Band gap of rutile SnO2 (space group P4_2/mnm, 6 atoms in the cell, a = 4.761 Å, c = 3.200 Å) at several levels of theory, computed with Ansatz 0.2.0 using plane-wave PAW without spin polarisation. All rows use the same cell, relaxed with r2SCAN. The k mesh is 6×6×8 for PBE and r2SCAN and 4×4×4 for HSE06.

| level of theory | band gap (eV) |
| --- | --- |
| PBE | 1.099 |
| r2SCAN | 1.768 |
| HSE06 | 2.841 |
| PBE+SOC | 1.105 |
| PBE0 | 3.561 |

The gap of SnO₂ runs from about 1.1 eV with PBE to 3.6 eV with PBE0, though the crystal is the same in every row. What changes is how exchange acts on the electrons. The highest filled states are mainly O 2p, and the lowest empty one is mainly Sn 5s, with an antibonding share of oxygen orbitals. This is the usual assignment and was not read from these runs. Along PBE, HSE06 and PBE0, the more exact exchange a method contains, and the farther that exchange reaches, the wider the two sets of states move apart; r2SCAN contains none and opens the gap by another route.

**PBE, with and without spin-orbit coupling.** PBE gets the qualitative picture right: an insulator with a direct gap. The size is wrong by a wide margin, since the measured gap is roughly 3.6 eV (a recalled value) and PBE gives less than a third of it. PBE applies one local potential to filled and empty states alike. An electron in a compact O 2p state also repels part of its own charge, which pushes the filled states up towards the empty ones.

The cell is the one that r2SCAN prefers, and in it PBE is under a compression of nearly 8 GPa. In its own, larger cell PBE should give a still smaller gap, because the gap of SnO₂ is known to shrink on expansion, though no run here tests this. Spin-orbit coupling changes the result by only 0.006 eV. It makes a run several times dearer, as each orbital gets two components and the number of bands doubles, so for this gap it can be left out.

**r2SCAN.** This functional also looks at the kinetic energy density of the orbitals, so its potential no longer treats all states in the same way. It opens the gap by 0.67 eV over PBE, which is 38 % of what HSE06 achieves. The cost stays of the same order as for PBE, which makes r2SCAN a sensible choice for relaxing the cell and for a first look at the bands. As a gap it is still about half the measured one.

**HSE06.** Here a quarter of the exchange at short distance is exact. Exact exchange cancels an electron's repulsion from itself, here only in part, and this benefits the filled states. The band edges of the same runs agree with this, if their energy zeros are taken to match, as is reasonable in one fixed cell: 77 % of the opening from PBE to HSE06 comes from the valence edge moving down, and the rest from the conduction edge moving up. The gap of 2.84 eV is a large improvement, yet it remains about 0.8 eV below the measured value.

Whether that is good enough depends on the purpose. SnO₂ serves as a transparent electrode, so a natural test is whether its gap lies beyond the visible range. Read as a wavelength, the HSE06 gap falls at 436 nm, in the blue, while the PBE0 gap falls at 348 nm, in the ultraviolet. The lowest transition is dipole-forbidden, so strong absorption starts above the gap, but an error of this size still matters for an optical edge or for band offsets at a contact.

**PBE0.** This functional keeps the same quarter of exact exchange at short distance and extends it to all distances. The step from HSE06 to PBE0, 0.72 eV, therefore essentially isolates the long-range part, and its size can be estimated without any fit. HSE06 splits the Coulomb interaction with a screening parameter $\omega$, about 0.11 inverse bohr; the long-range part is $\mathrm{erf}(\omega r)/r$, where $r$ is the distance between two electrons. It is nearly constant at distances well below $1/\omega$, about 4.8 Å, while exchange in an insulator acts mostly over shorter distances. The interaction can then be replaced by its value at $r=0$:

$$C=\frac{2\omega}{\sqrt{\pi}}=\frac{2\times0.11}{1.77}\ \text{hartree}\approx 3.4\ \text{eV}.$$

With a constant interaction, exact exchange lowers each filled state by $C$ and leaves the empty ones where they are. The semilocal exchange that it replaces has an energy of $-C/2$ per electron in the same limit, the half arising because each pair counts once. Its potential is thus the constant $-C/2$ for filled and empty states alike. Swapping a quarter of one for the other moves the valence edge down by $C/8$ and the conduction edge up by $C/8$, so that

$$\Delta E_\text{gap}=\frac{C}{4}\approx 0.84\ \text{eV},$$

where $\Delta E_\text{gap}$ is the gap with PBE0 less the gap with HSE06.

The estimate is 17 % above the computed step. The edges are a more detailed test, though unlike the gap they again rely on matching energy zeros: the model moves each by 0.42 eV, while the calculation lowers the valence edge by 0.40 eV and raises the conduction edge by 0.32 eV. The picture of two edges moving apart is supported. The error seems to lie mostly on the conduction side, although an offset of only 0.04 eV between the two energy zeros would share it equally. Two neglected effects are expected to reduce the step. The real interaction weakens with distance, so filled states gain less than $C$ and the empty state is pulled down as well. The semilocal potential that is removed is also weaker than $C/2$ where the density is low, so a diffuse empty state rises by less than $C/8$. These runs do not separate the two. The printed analysis below gives these comparisons in full.

Nothing in $C$ refers to tin or oxygen. A similar step between the two hybrids is therefore to be expected in other insulators whose exchange is short-ranged on the scale of $1/\omega$. The step from PBE to HSE06 has no such simple constant, since it depends on how compact the states at the band edges are.

PBE0 lands on the measured gap to within the accuracy of the recalled value, but this is no general licence. In a solid the long-range exchange is weakened by the other electrons, roughly by the electronic dielectric constant. For SnO₂ that constant is about 4 (again recalled), so a fixed quarter happens to suit; in a material that screens more strongly, the same quarter would be too much. From PBE to PBE0 the gap grows on average by 0.1 eV per percentage point of exact exchange, so agreement to a tenth of an electronvolt hangs on the mixing fraction. Lattice vibrations, which the calculation omits, also shift a gap on this scale. So may the cell: both hybrids are under a tension of about 1.5 GPa in it (a loosely converged stress), and in their own, smaller cells their gaps should be somewhat larger.

**Cost and choice.** In a hybrid, each orbital must be paired with every filled orbital at every k point, which makes 1664 partners on the 4×4×4 mesh used here. That is why hybrids cost orders of magnitude more than PBE for each application of the potential, although good algorithms apply the exchange less often. On the 6×6×8 mesh of the cheaper levels the number of pairs would rise about 12-fold. HSE06 and PBE0 cost about the same on equal meshes, but long-range exchange converges more slowly with k points, so a PBE0 gap needs the mesh test more. On a mesh as coarse as this one, a large part of the long-range interaction is expected to enter through the treatment of the singular term at zero wavevector rather than through the sampled k points. No such test accompanies these runs, so part of the difference between the estimate and the computed step, and part of the agreement with the measured gap, may come from the mesh.

For this crystal, PBE or r2SCAN is enough to learn that it is an insulator with a direct gap. If an error of about 0.8 eV is tolerable, HSE06 will do. For an optical edge or a band offset, PBE0 is the best starting point among these levels, provided that its k mesh is checked and its exchange fraction is justified by the screening of the material. An optical edge also needs the strengths of the transitions, since the lowest one is forbidden.

Output of the analysis:

```
Gaps by level:
      row  gap above PBE in eV  gap less rough measured gap in eV  wavelength of the gap in nm
      PBE                    0                             -2.501                         1128
   r2SCAN                0.669                             -1.832                        701.3
    HSE06                1.742                             -0.759                        436.4
  PBE+SOC                0.006                             -2.495                         1122
     PBE0                2.462                             -0.039                        348.2
Band edges relative to PBE:
      row  valence edge shift in eV  conduction edge shift in eV
      PBE                         0                            0
   r2SCAN                    -0.445                       0.2242
    HSE06                    -1.339                       0.4034
  PBE+SOC                   -0.0031                       0.0029
     PBE0                     -1.74                       0.7225
Step from r2SCAN to HSE06 in eV: 1.073
Step from HSE06 to PBE0 in eV: 0.72
Part of the PBE to HSE06 opening that r2SCAN gives in percent: 38.4
Part of the PBE to PBE0 opening that HSE06 gives in percent: 70.76
Part of the PBE to HSE06 opening due to the valence edge in percent: 76.89
Mean gap change per percentage point of exact exchange from PBE to PBE0 in eV: 0.09848
Screening length 1/omega in angstrom: 4.811
Model step from HSE06 to PBE0 in eV: 0.8444
Model step above computed step in percent: 17.28
Model shift of each edge from HSE06 to PBE0 in eV: 0.4222
Computed fall of the valence edge from HSE06 to PBE0 in eV: 0.4008
Computed rise of the conduction edge from HSE06 to PBE0 in eV: 0.3191
Exchange partners of one orbital on the 4x4x4 mesh: 1664
Factor in orbital pairs if a hybrid used the 6x6x8 mesh: 12.5
```
